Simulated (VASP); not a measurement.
# GaSb in VASP: further runs

Runs on GaSb. Level: r2SCAN. Tasks: single point.

Everything below comes from runs of VASP 6.6.1. Logs are shortened: lines on timing, memory, paths and dates and some standing lists are left out, and cuts for length are marked.

**What was measured.**

A printed reference work, data compilation reports, for a bulk crystal of GaSb at 4.2 K: band gap 0.811 eV (direct).

How close the calculation comes is told below.

## Step 1: The cell of the first run

It takes space group F-43m (No. 216, cubic). The conventional cell has a = 6.102 Å, b = 6.102 Å, c = 6.102 Å, α = 90.00°, β = 90.00°, γ = 90.00°. Ga (site symmetry -43m) has 4 Sb at 2.64 Å within 3.5 Å. Within 3.5 Å of Sb (site symmetry -43m) lie 4 Ga at 2.64 Å.

## Step 2: Single point, r2SCAN

POSCAR

```
GaSb
1.0
    0.0000000000      3.0509533788      3.0509533788
    3.0509533788      0.0000000000      3.0509533788
    3.0509533788      3.0509533788      0.0000000000
Ga Sb
1 1
Direct
    0.0000000000      0.0000000000      0.0000000000
    0.7500000000      0.7500000000      0.7500000000
```

INCAR.step1

```
SYSTEM = GaSb
  ALGO = Normal
  EDIFF = 1E-4
  ENCUT = 520
  GGA = PE
  ISMEAR = 0
  LASPH = .TRUE.
  LCHARG = .FALSE.
  LREAL = .FALSE.
  LWAVE = .TRUE.
  NBANDS = 16
  NELM = 100
  PREC = Accurate
  SIGMA = 0.01
```

INCAR.step2

```
SYSTEM = GaSb
  ALGO = Normal
  EDIFF = 1E-7
  ENCUT = 520
  ISIF = 2
  ISMEAR = 0
  ISTART = 1
  LASPH = .TRUE.
  LCHARG = .FALSE.
  LMIXTAU = .TRUE.
  LREAL = .FALSE.
  LWAVE = .FALSE.
  METAGGA = R2SCAN
  NBANDS = 16
  NELM = 100
  PREC = Accurate
  SIGMA = 0.01
```

KPOINTS

```
k-points
0
G
  8 8 8
  0 0 0
```

Potentials or basis: VASP PAW PBE potentials, release 64 (Ga_d, Sb).

Started as:

```
> cat potpaw_PBE.64/Ga_d/POTCAR potpaw_PBE.64/Sb/POTCAR > POTCAR
> cp INCAR.step1 INCAR
> mpirun -np 1 vasp_std > vasp.out
> cp INCAR.step2 INCAR
> mpirun -np 1 vasp_std > vasp.out
```

OUTCAR:

```text
SYSTEM = GaSb
   EDIFF = 1E-7
   ENCUT = 520
   ISIF = 2
   ISMEAR = 0
   ISTART = 1
   LASPH = .TRUE.
   LREAL = .FALSE.
   METAGGA = R2SCAN
   NELM = 100
   PREC = Accurate

 ion  position               nearest neighbor table
   1  0.000  0.000  0.000-   2 2.64   2 2.64   2 2.64   2 2.64
   2  0.750  0.750  0.750-   1 2.64   1 2.64   1 2.64   1 2.64

  LATTYP: Found a face centered cubic cell.
 ALAT       =     6.1019067576

  Lattice vectors:

 A1 = (   0.0000000000,   3.0509533788,   3.0509533788)
 A2 = (   3.0509533788,   0.0000000000,   3.0509533788)
 A3 = (   3.0509533788,   3.0509533788,   0.0000000000)

Analysis of symmetry for initial positions (statically):
=====================================================================
 Subroutine PRICEL returns:
 Original cell was already a primitive cell.

 Routine SETGRP: Setting up the symmetry group for a
 face centered cubic supercell.

 Subroutine GETGRP returns: Found 24 space group operations
 (whereof 24 operations were pure point group operations)
 out of a pool of 48 trial point group operations.

The static configuration has the point symmetry T_d .

Analysis of symmetry for dynamics (positions and initial velocities):
=====================================================================
 Subroutine PRICEL returns:
 Original cell was already a primitive cell.

 Routine SETGRP: Setting up the symmetry group for a
 face centered cubic supercell.

 Subroutine GETGRP returns: Found 24 space group operations
 (whereof 24 operations were pure point group operations)
 out of a pool of 48 trial point group operations.

The dynamic configuration has the point symmetry T_d .

 Subroutine INISYM returns: Found 24 space group operations
 (whereof 24 operations are pure point group operations),
 and found     1 'primitive' translations

----------------------------------------------------------------------------------------

                                     Primitive cell

  volume of cell :      56.7985

  direct lattice vectors                    reciprocal lattice vectors
     0.000000000  3.050953379  3.050953379    -0.163883199  0.163883199  0.163883199
     3.050953379  0.000000000  3.050953379     0.163883199 -0.163883199  0.163883199
     3.050953379  3.050953379  0.000000000     0.163883199  0.163883199 -0.163883199

  length of vectors
     4.314699646  4.314699646  4.314699646     0.283854027  0.283854027  0.283854027

  position of ions in fractional coordinates (direct lattice)
     0.000000000  0.000000000  0.000000000
     0.750000000  0.750000000  0.750000000

  ion indices of the primitive-cell ions
   primitive index   ion index
                 1           1
                 2           2

----------------------------------------------------------------------------------------

 KPOINTS: k-points

Automatic generation of k-mesh.
 Grid dimensions read from file:
 generate k-points for:    8    8    8

 Generating k-lattice:

  Cartesian coordinates                     Fractional coordinates (reciprocal lattice)
    -0.020485400  0.020485400  0.020485400     0.125000000  0.000000000  0.000000000
     0.020485400 -0.020485400  0.020485400     0.000000000  0.125000000  0.000000000
     0.020485400  0.020485400 -0.020485400     0.000000000  0.000000000  0.125000000

  Length of vectors
     0.035481753  0.035481753  0.035481753

  Shift w.r.t. Gamma in fractional coordinates (k-lattice)
     0.000000000  0.000000000  0.000000000

 Subroutine IBZKPT returns following result:
 ===========================================

 Found     29 irreducible k-points:

 Following reciprocal coordinates:
            Coordinates               Weight
  0.000000  0.000000  0.000000      1.000000
  0.125000  0.000000  0.000000      8.000000
  0.250000  0.000000  0.000000      8.000000
  0.375000  0.000000  0.000000      8.000000
  0.500000  0.000000  0.000000      4.000000
  0.125000  0.125000  0.000000      6.000000
[... 16 lines left out ...]
  0.500000  0.250000  0.125000     48.000000
 -0.375000  0.250000  0.125000     24.000000
 [... further k-points ...]
   k-points           NKPTS =     29   k-points in BZ     NKDIM =     29   number of bands    NBANDS=     16
   number of dos      NEDOS =    301   number of ions     NIONS =      2
   total plane-waves  NPLWV =  32768
   dimension x,y,z NGX =    32 NGY =   32 NGZ =   32
   dimension x,y,z NGXF=    64 NGYF=   64 NGZF=   64
   ions per type =               1   1
   NGX,Y,Z   is equivalent  to a cutoff of  12.33, 12.33, 12.33 a.u.
   NGXF,Y,Z  is equivalent  to a cutoff of  24.66, 24.66, 24.66 a.u.
 SYSTEM =  GaSb
   PREC   = accura    normal or accurate (medium, high low for compatibility)
   ISTART =      1    job   : 0-new  1-cont  2-samecut
   ICHARG =      0    charge: 1-file 2-atom 10-const
   ISPIN  =      1    spin polarized calculation?
   LNONCOLLINEAR =      F non collinear calculations
   LSORBIT =      F    spin-orbit coupling
   LASPH  =      T    aspherical Exc in radial PAW
   ENCUT  =  520.0 eV  38.22 Ry    6.18 a.u.   8.02  8.02  8.02*2*pi/ulx,y,z
   NELM   =    100;   NELMIN=  2; NELMDL=  0     # of ELM steps
   EDIFF  = 0.1E-06   stopping-criterion for ELM
   LREAL  =      F    real-space projection
   EDIFFG = 0.1E-05   stopping-criterion for IOM
   NSW    =      0    number of steps for IOM
   IBRION =     -1    ionic relax: 0-MD 1-quasi-New 2-CG
   NFREE  =      0    steps in history (QN), initial steepest desc. (CG)
   ISIF   =      2    stress and relaxation
   ISYM   =      2    0-nonsym 1-usesym 2-fastsym
   POTIM  = 0.5000    time-step for ionic-motion
   TEBEG  =    0.0;   TEEND  =   0.0 temperature during run
   PSTRESS=    0.0 pullay stress
   NELECT =      18.0000    total number of electrons
   NUPDOWN=      -1.0000    fix difference up-down
   EMIN   =  10.00;   EMAX   =-10.00  energy-range for DOS
   EFERMI =   0.00;   METHOD = LEGACY
   ISMEAR =     0;   SIGMA  =   0.01  broadening in eV -4-tet -1-fermi 0-gaus
   EFERMI_NEDOS =   21; number of points for ismear=-14 and -15
   IALGO  =     38    algorithm
   IMIX   =      4    mixing-type and parameters
     AMIX     =   0.40;   BMIX     =  1.00
     AMIX_MAG =   1.60;   BMIX_MAG =  1.00
  volume/ion in A,a.u.               =      28.40       191.65
  Fermi-wavevector in a.u.,A,eV,Ry     =   1.116144  2.109206 16.949821  1.245777
  Thomas-Fermi vector in A             =   2.252755
   LORBIT       =      0    0 simple, 1 ext, 2 COOP (PROOUT), +10 PAW based schemes
   METAGGA = R2SCAN    functional components
   LHFCALC =     F    Hartree Fock is set to
   AEXX    =    0.0000 exact exchange contribution
   IVDW    =     0    specifies the selected vdW correction
   LEPSILON=     F    determine dielectric tensor
   LRPA    =     F    only Hartree local field effects (RPA)
 non-spin polarized calculation
 Gauss-broadening in eV      SIGMA  =   0.01
  energy-cutoff  :      520.00
  volume of cell :       56.80
 maximum number of plane-waves:      1543
   NGX = 17   NGY = 17   NGZ = 17

 number of electron      17.9999984 magnetization

 Free energy of the ion-electron system (eV)
  ---------------------------------------------------
  ext. energy  EPLUGINS =         0.00000000
  ---------------------------------------------------
  free energy    TOTEN  =       -37.59804975 eV

  energy without entropy =      -37.59804975  energy(sigma->0) =      -37.59804975

 E-fermi :   4.8615     XC(G=0):  -9.7580

 val. band max:        4.7682765189   @ k =   0.0000   0.0000   0.0000
 cond. band min:       5.2779251591   @ k =   0.0000   0.0000   0.0000
 fundamental gap:      0.5096486402
 Fermi energy:         4.8614620128

 k-point     1 :       0.0000    0.0000    0.0000
  band No.  band energies     occupation
      1     -10.7459      2.00000
      2     -10.7459      2.00000
      3     -10.7458      2.00000
      4     -10.6876      2.00000
      5     -10.6876      2.00000
      6      -7.2213      2.00000
[... 8 lines left out ...]
     15      13.8007      0.00000
     16      13.8007      0.00000

 k-point     2 :       0.1250    0.0000    0.0000
  band No.  band energies     occupation
      1     -10.7506      2.00000
      2     -10.7438      2.00000
      3     -10.7438      2.00000
      4     -10.6878      2.00000
      5     -10.6878      2.00000
      6      -7.0507      2.00000
[... 8 lines left out ...]
     15      13.0156      0.00000
     16      13.0156      0.00000

 k-point     3 :       0.2500    0.0000    0.0000
  band No.  band energies     occupation
      1     -10.7617      2.00000
      2     -10.7392      2.00000
      3     -10.7392      2.00000
      4     -10.6880      2.00000
      5     -10.6880      2.00000
      6      -6.5642      2.00000
[... 8 lines left out ...]
     15      12.8023      0.00000
     16      12.8023      0.00000

 k-point     4 :       0.3750    0.0000    0.0000
  band No.  band energies     occupation
      1     -10.7724      2.00000
      2     -10.7352      2.00000
      3     -10.7351      2.00000
      4     -10.6877      2.00000
      5     -10.6877      2.00000
      6      -5.8866      2.00000
[... 8 lines left out ...]
     15      13.8239      0.00000
     16      13.8239      0.00000
[... 324 lines left out ...]
 k-point    22 :       0.3750    0.2500    0.1250
  band No.  band energies     occupation
      1     -10.7726      2.00000
      2     -10.7339      2.00000
      3     -10.7322      2.00000
      4     -10.6920      2.00000
      5     -10.6860      2.00000
      6      -6.1391      2.00000
[... 8 lines left out ...]
     15      14.4750      0.00000
     16      14.6487      0.00000

 k-point    23 :       0.5000    0.2500    0.1250
  band No.  band energies     occupation
      1     -10.7798      2.00000
      2     -10.7309      2.00000
      3     -10.7284      2.00000
      4     -10.6919      2.00000
      5     -10.6866      2.00000
      6      -5.4882      2.00000
[... 8 lines left out ...]
     15      14.1022      0.00000
     16      15.5888      0.00000

 k-point    24 :      -0.3750    0.2500    0.1250
  band No.  band energies     occupation
      1     -10.7826      2.00000
      2     -10.7300      2.00000
      3     -10.7269      2.00000
      4     -10.6910      2.00000
      5     -10.6873      2.00000
      6      -5.0973      2.00000
[... 8 lines left out ...]
     15      15.0327      0.00000
     16      15.6005      0.00000

 [... further k-points ...]

------------------------ aborting loop because EDIFF is reached ----------------------------------------

  FORCE on cell =-STRESS in cart. coord.  units (eV):
  Direction    XX          YY          ZZ          XY          YZ          ZX
  --------------------------------------------------------------------------------------
  -------------------------------------------------------------------------------------
  Total        0.3244878      0.3244878      0.3244878     -0.0000000      0.0000000     -0.0000000
  in kB        9.1531863      9.1531863      9.1531863     -0.0000000      0.0000000     -0.0000000
  external PRESSURE =       9.1531863 kB  Pullay stress =       0.0000000 kB

 VOLUME and BASIS-vectors are now :
 -----------------------------------------------------------------------------
  energy-cutoff  :      520.00
  volume of cell :       56.80
      direct lattice vectors                 reciprocal lattice vectors
     0.000000000  3.050953379  3.050953379    -0.163883199  0.163883199  0.163883199
     3.050953379  0.000000000  3.050953379     0.163883199 -0.163883199  0.163883199
     3.050953379  3.050953379  0.000000000     0.163883199  0.163883199 -0.163883199

 POSITION                                       TOTAL-FORCE (eV/Angst)
 -----------------------------------------------------------------------------------
      0.00000      0.00000      0.00000        -0.000000     -0.000000     -0.000000
      4.57643      4.57643      4.57643         0.000000      0.000000      0.000000
 -----------------------------------------------------------------------------------
    total drift:                                0.000002      0.000002      0.000002

  FREE ENERGIE OF THE ION-ELECTRON SYSTEM (eV)
  ---------------------------------------------------
  free  energy   TOTEN  =       -37.5980497502 eV

  energy  without entropy=      -37.5980497502  energy(sigma->0) =      -37.59804975
```

Run time: 78 s. Hardware: 1 thread of Intel Xeon Platinum 8488C (Sapphire Rapids), shared host; peak memory 0.19 GiB.

Results:

| Quantity | Value |
| --- | --- |
| Free energy | -37.5980 eV |
| Pressure | 0.9 GPa |
| Band gap on the k mesh | 0.51 eV, direct |

Levels at points of the mesh, in eV from the valence-band top:
```tsv
k point	band 6	band 7	band 8	band 9	band 10	band 11	band 12	band 13
(0.00, 0.00, 0.00)	-11.99	0.00	0.00	0.00	0.51	2.98	2.98	2.98
(0.50, 0.00, 0.00)	-10.25	-6.62	-1.23	-1.23	0.70	4.01	4.01	6.92
(0.50, 0.50, 0.00)	-9.35	-7.09	-2.73	-2.73	1.11	1.46	9.32	9.32
```

Caveat: the PAW data sets were made with another functional, which shifts forces and pressure a little; spin-orbit coupling is left out, which moves the levels of the heavy elements.

[end of part 1 of 3]
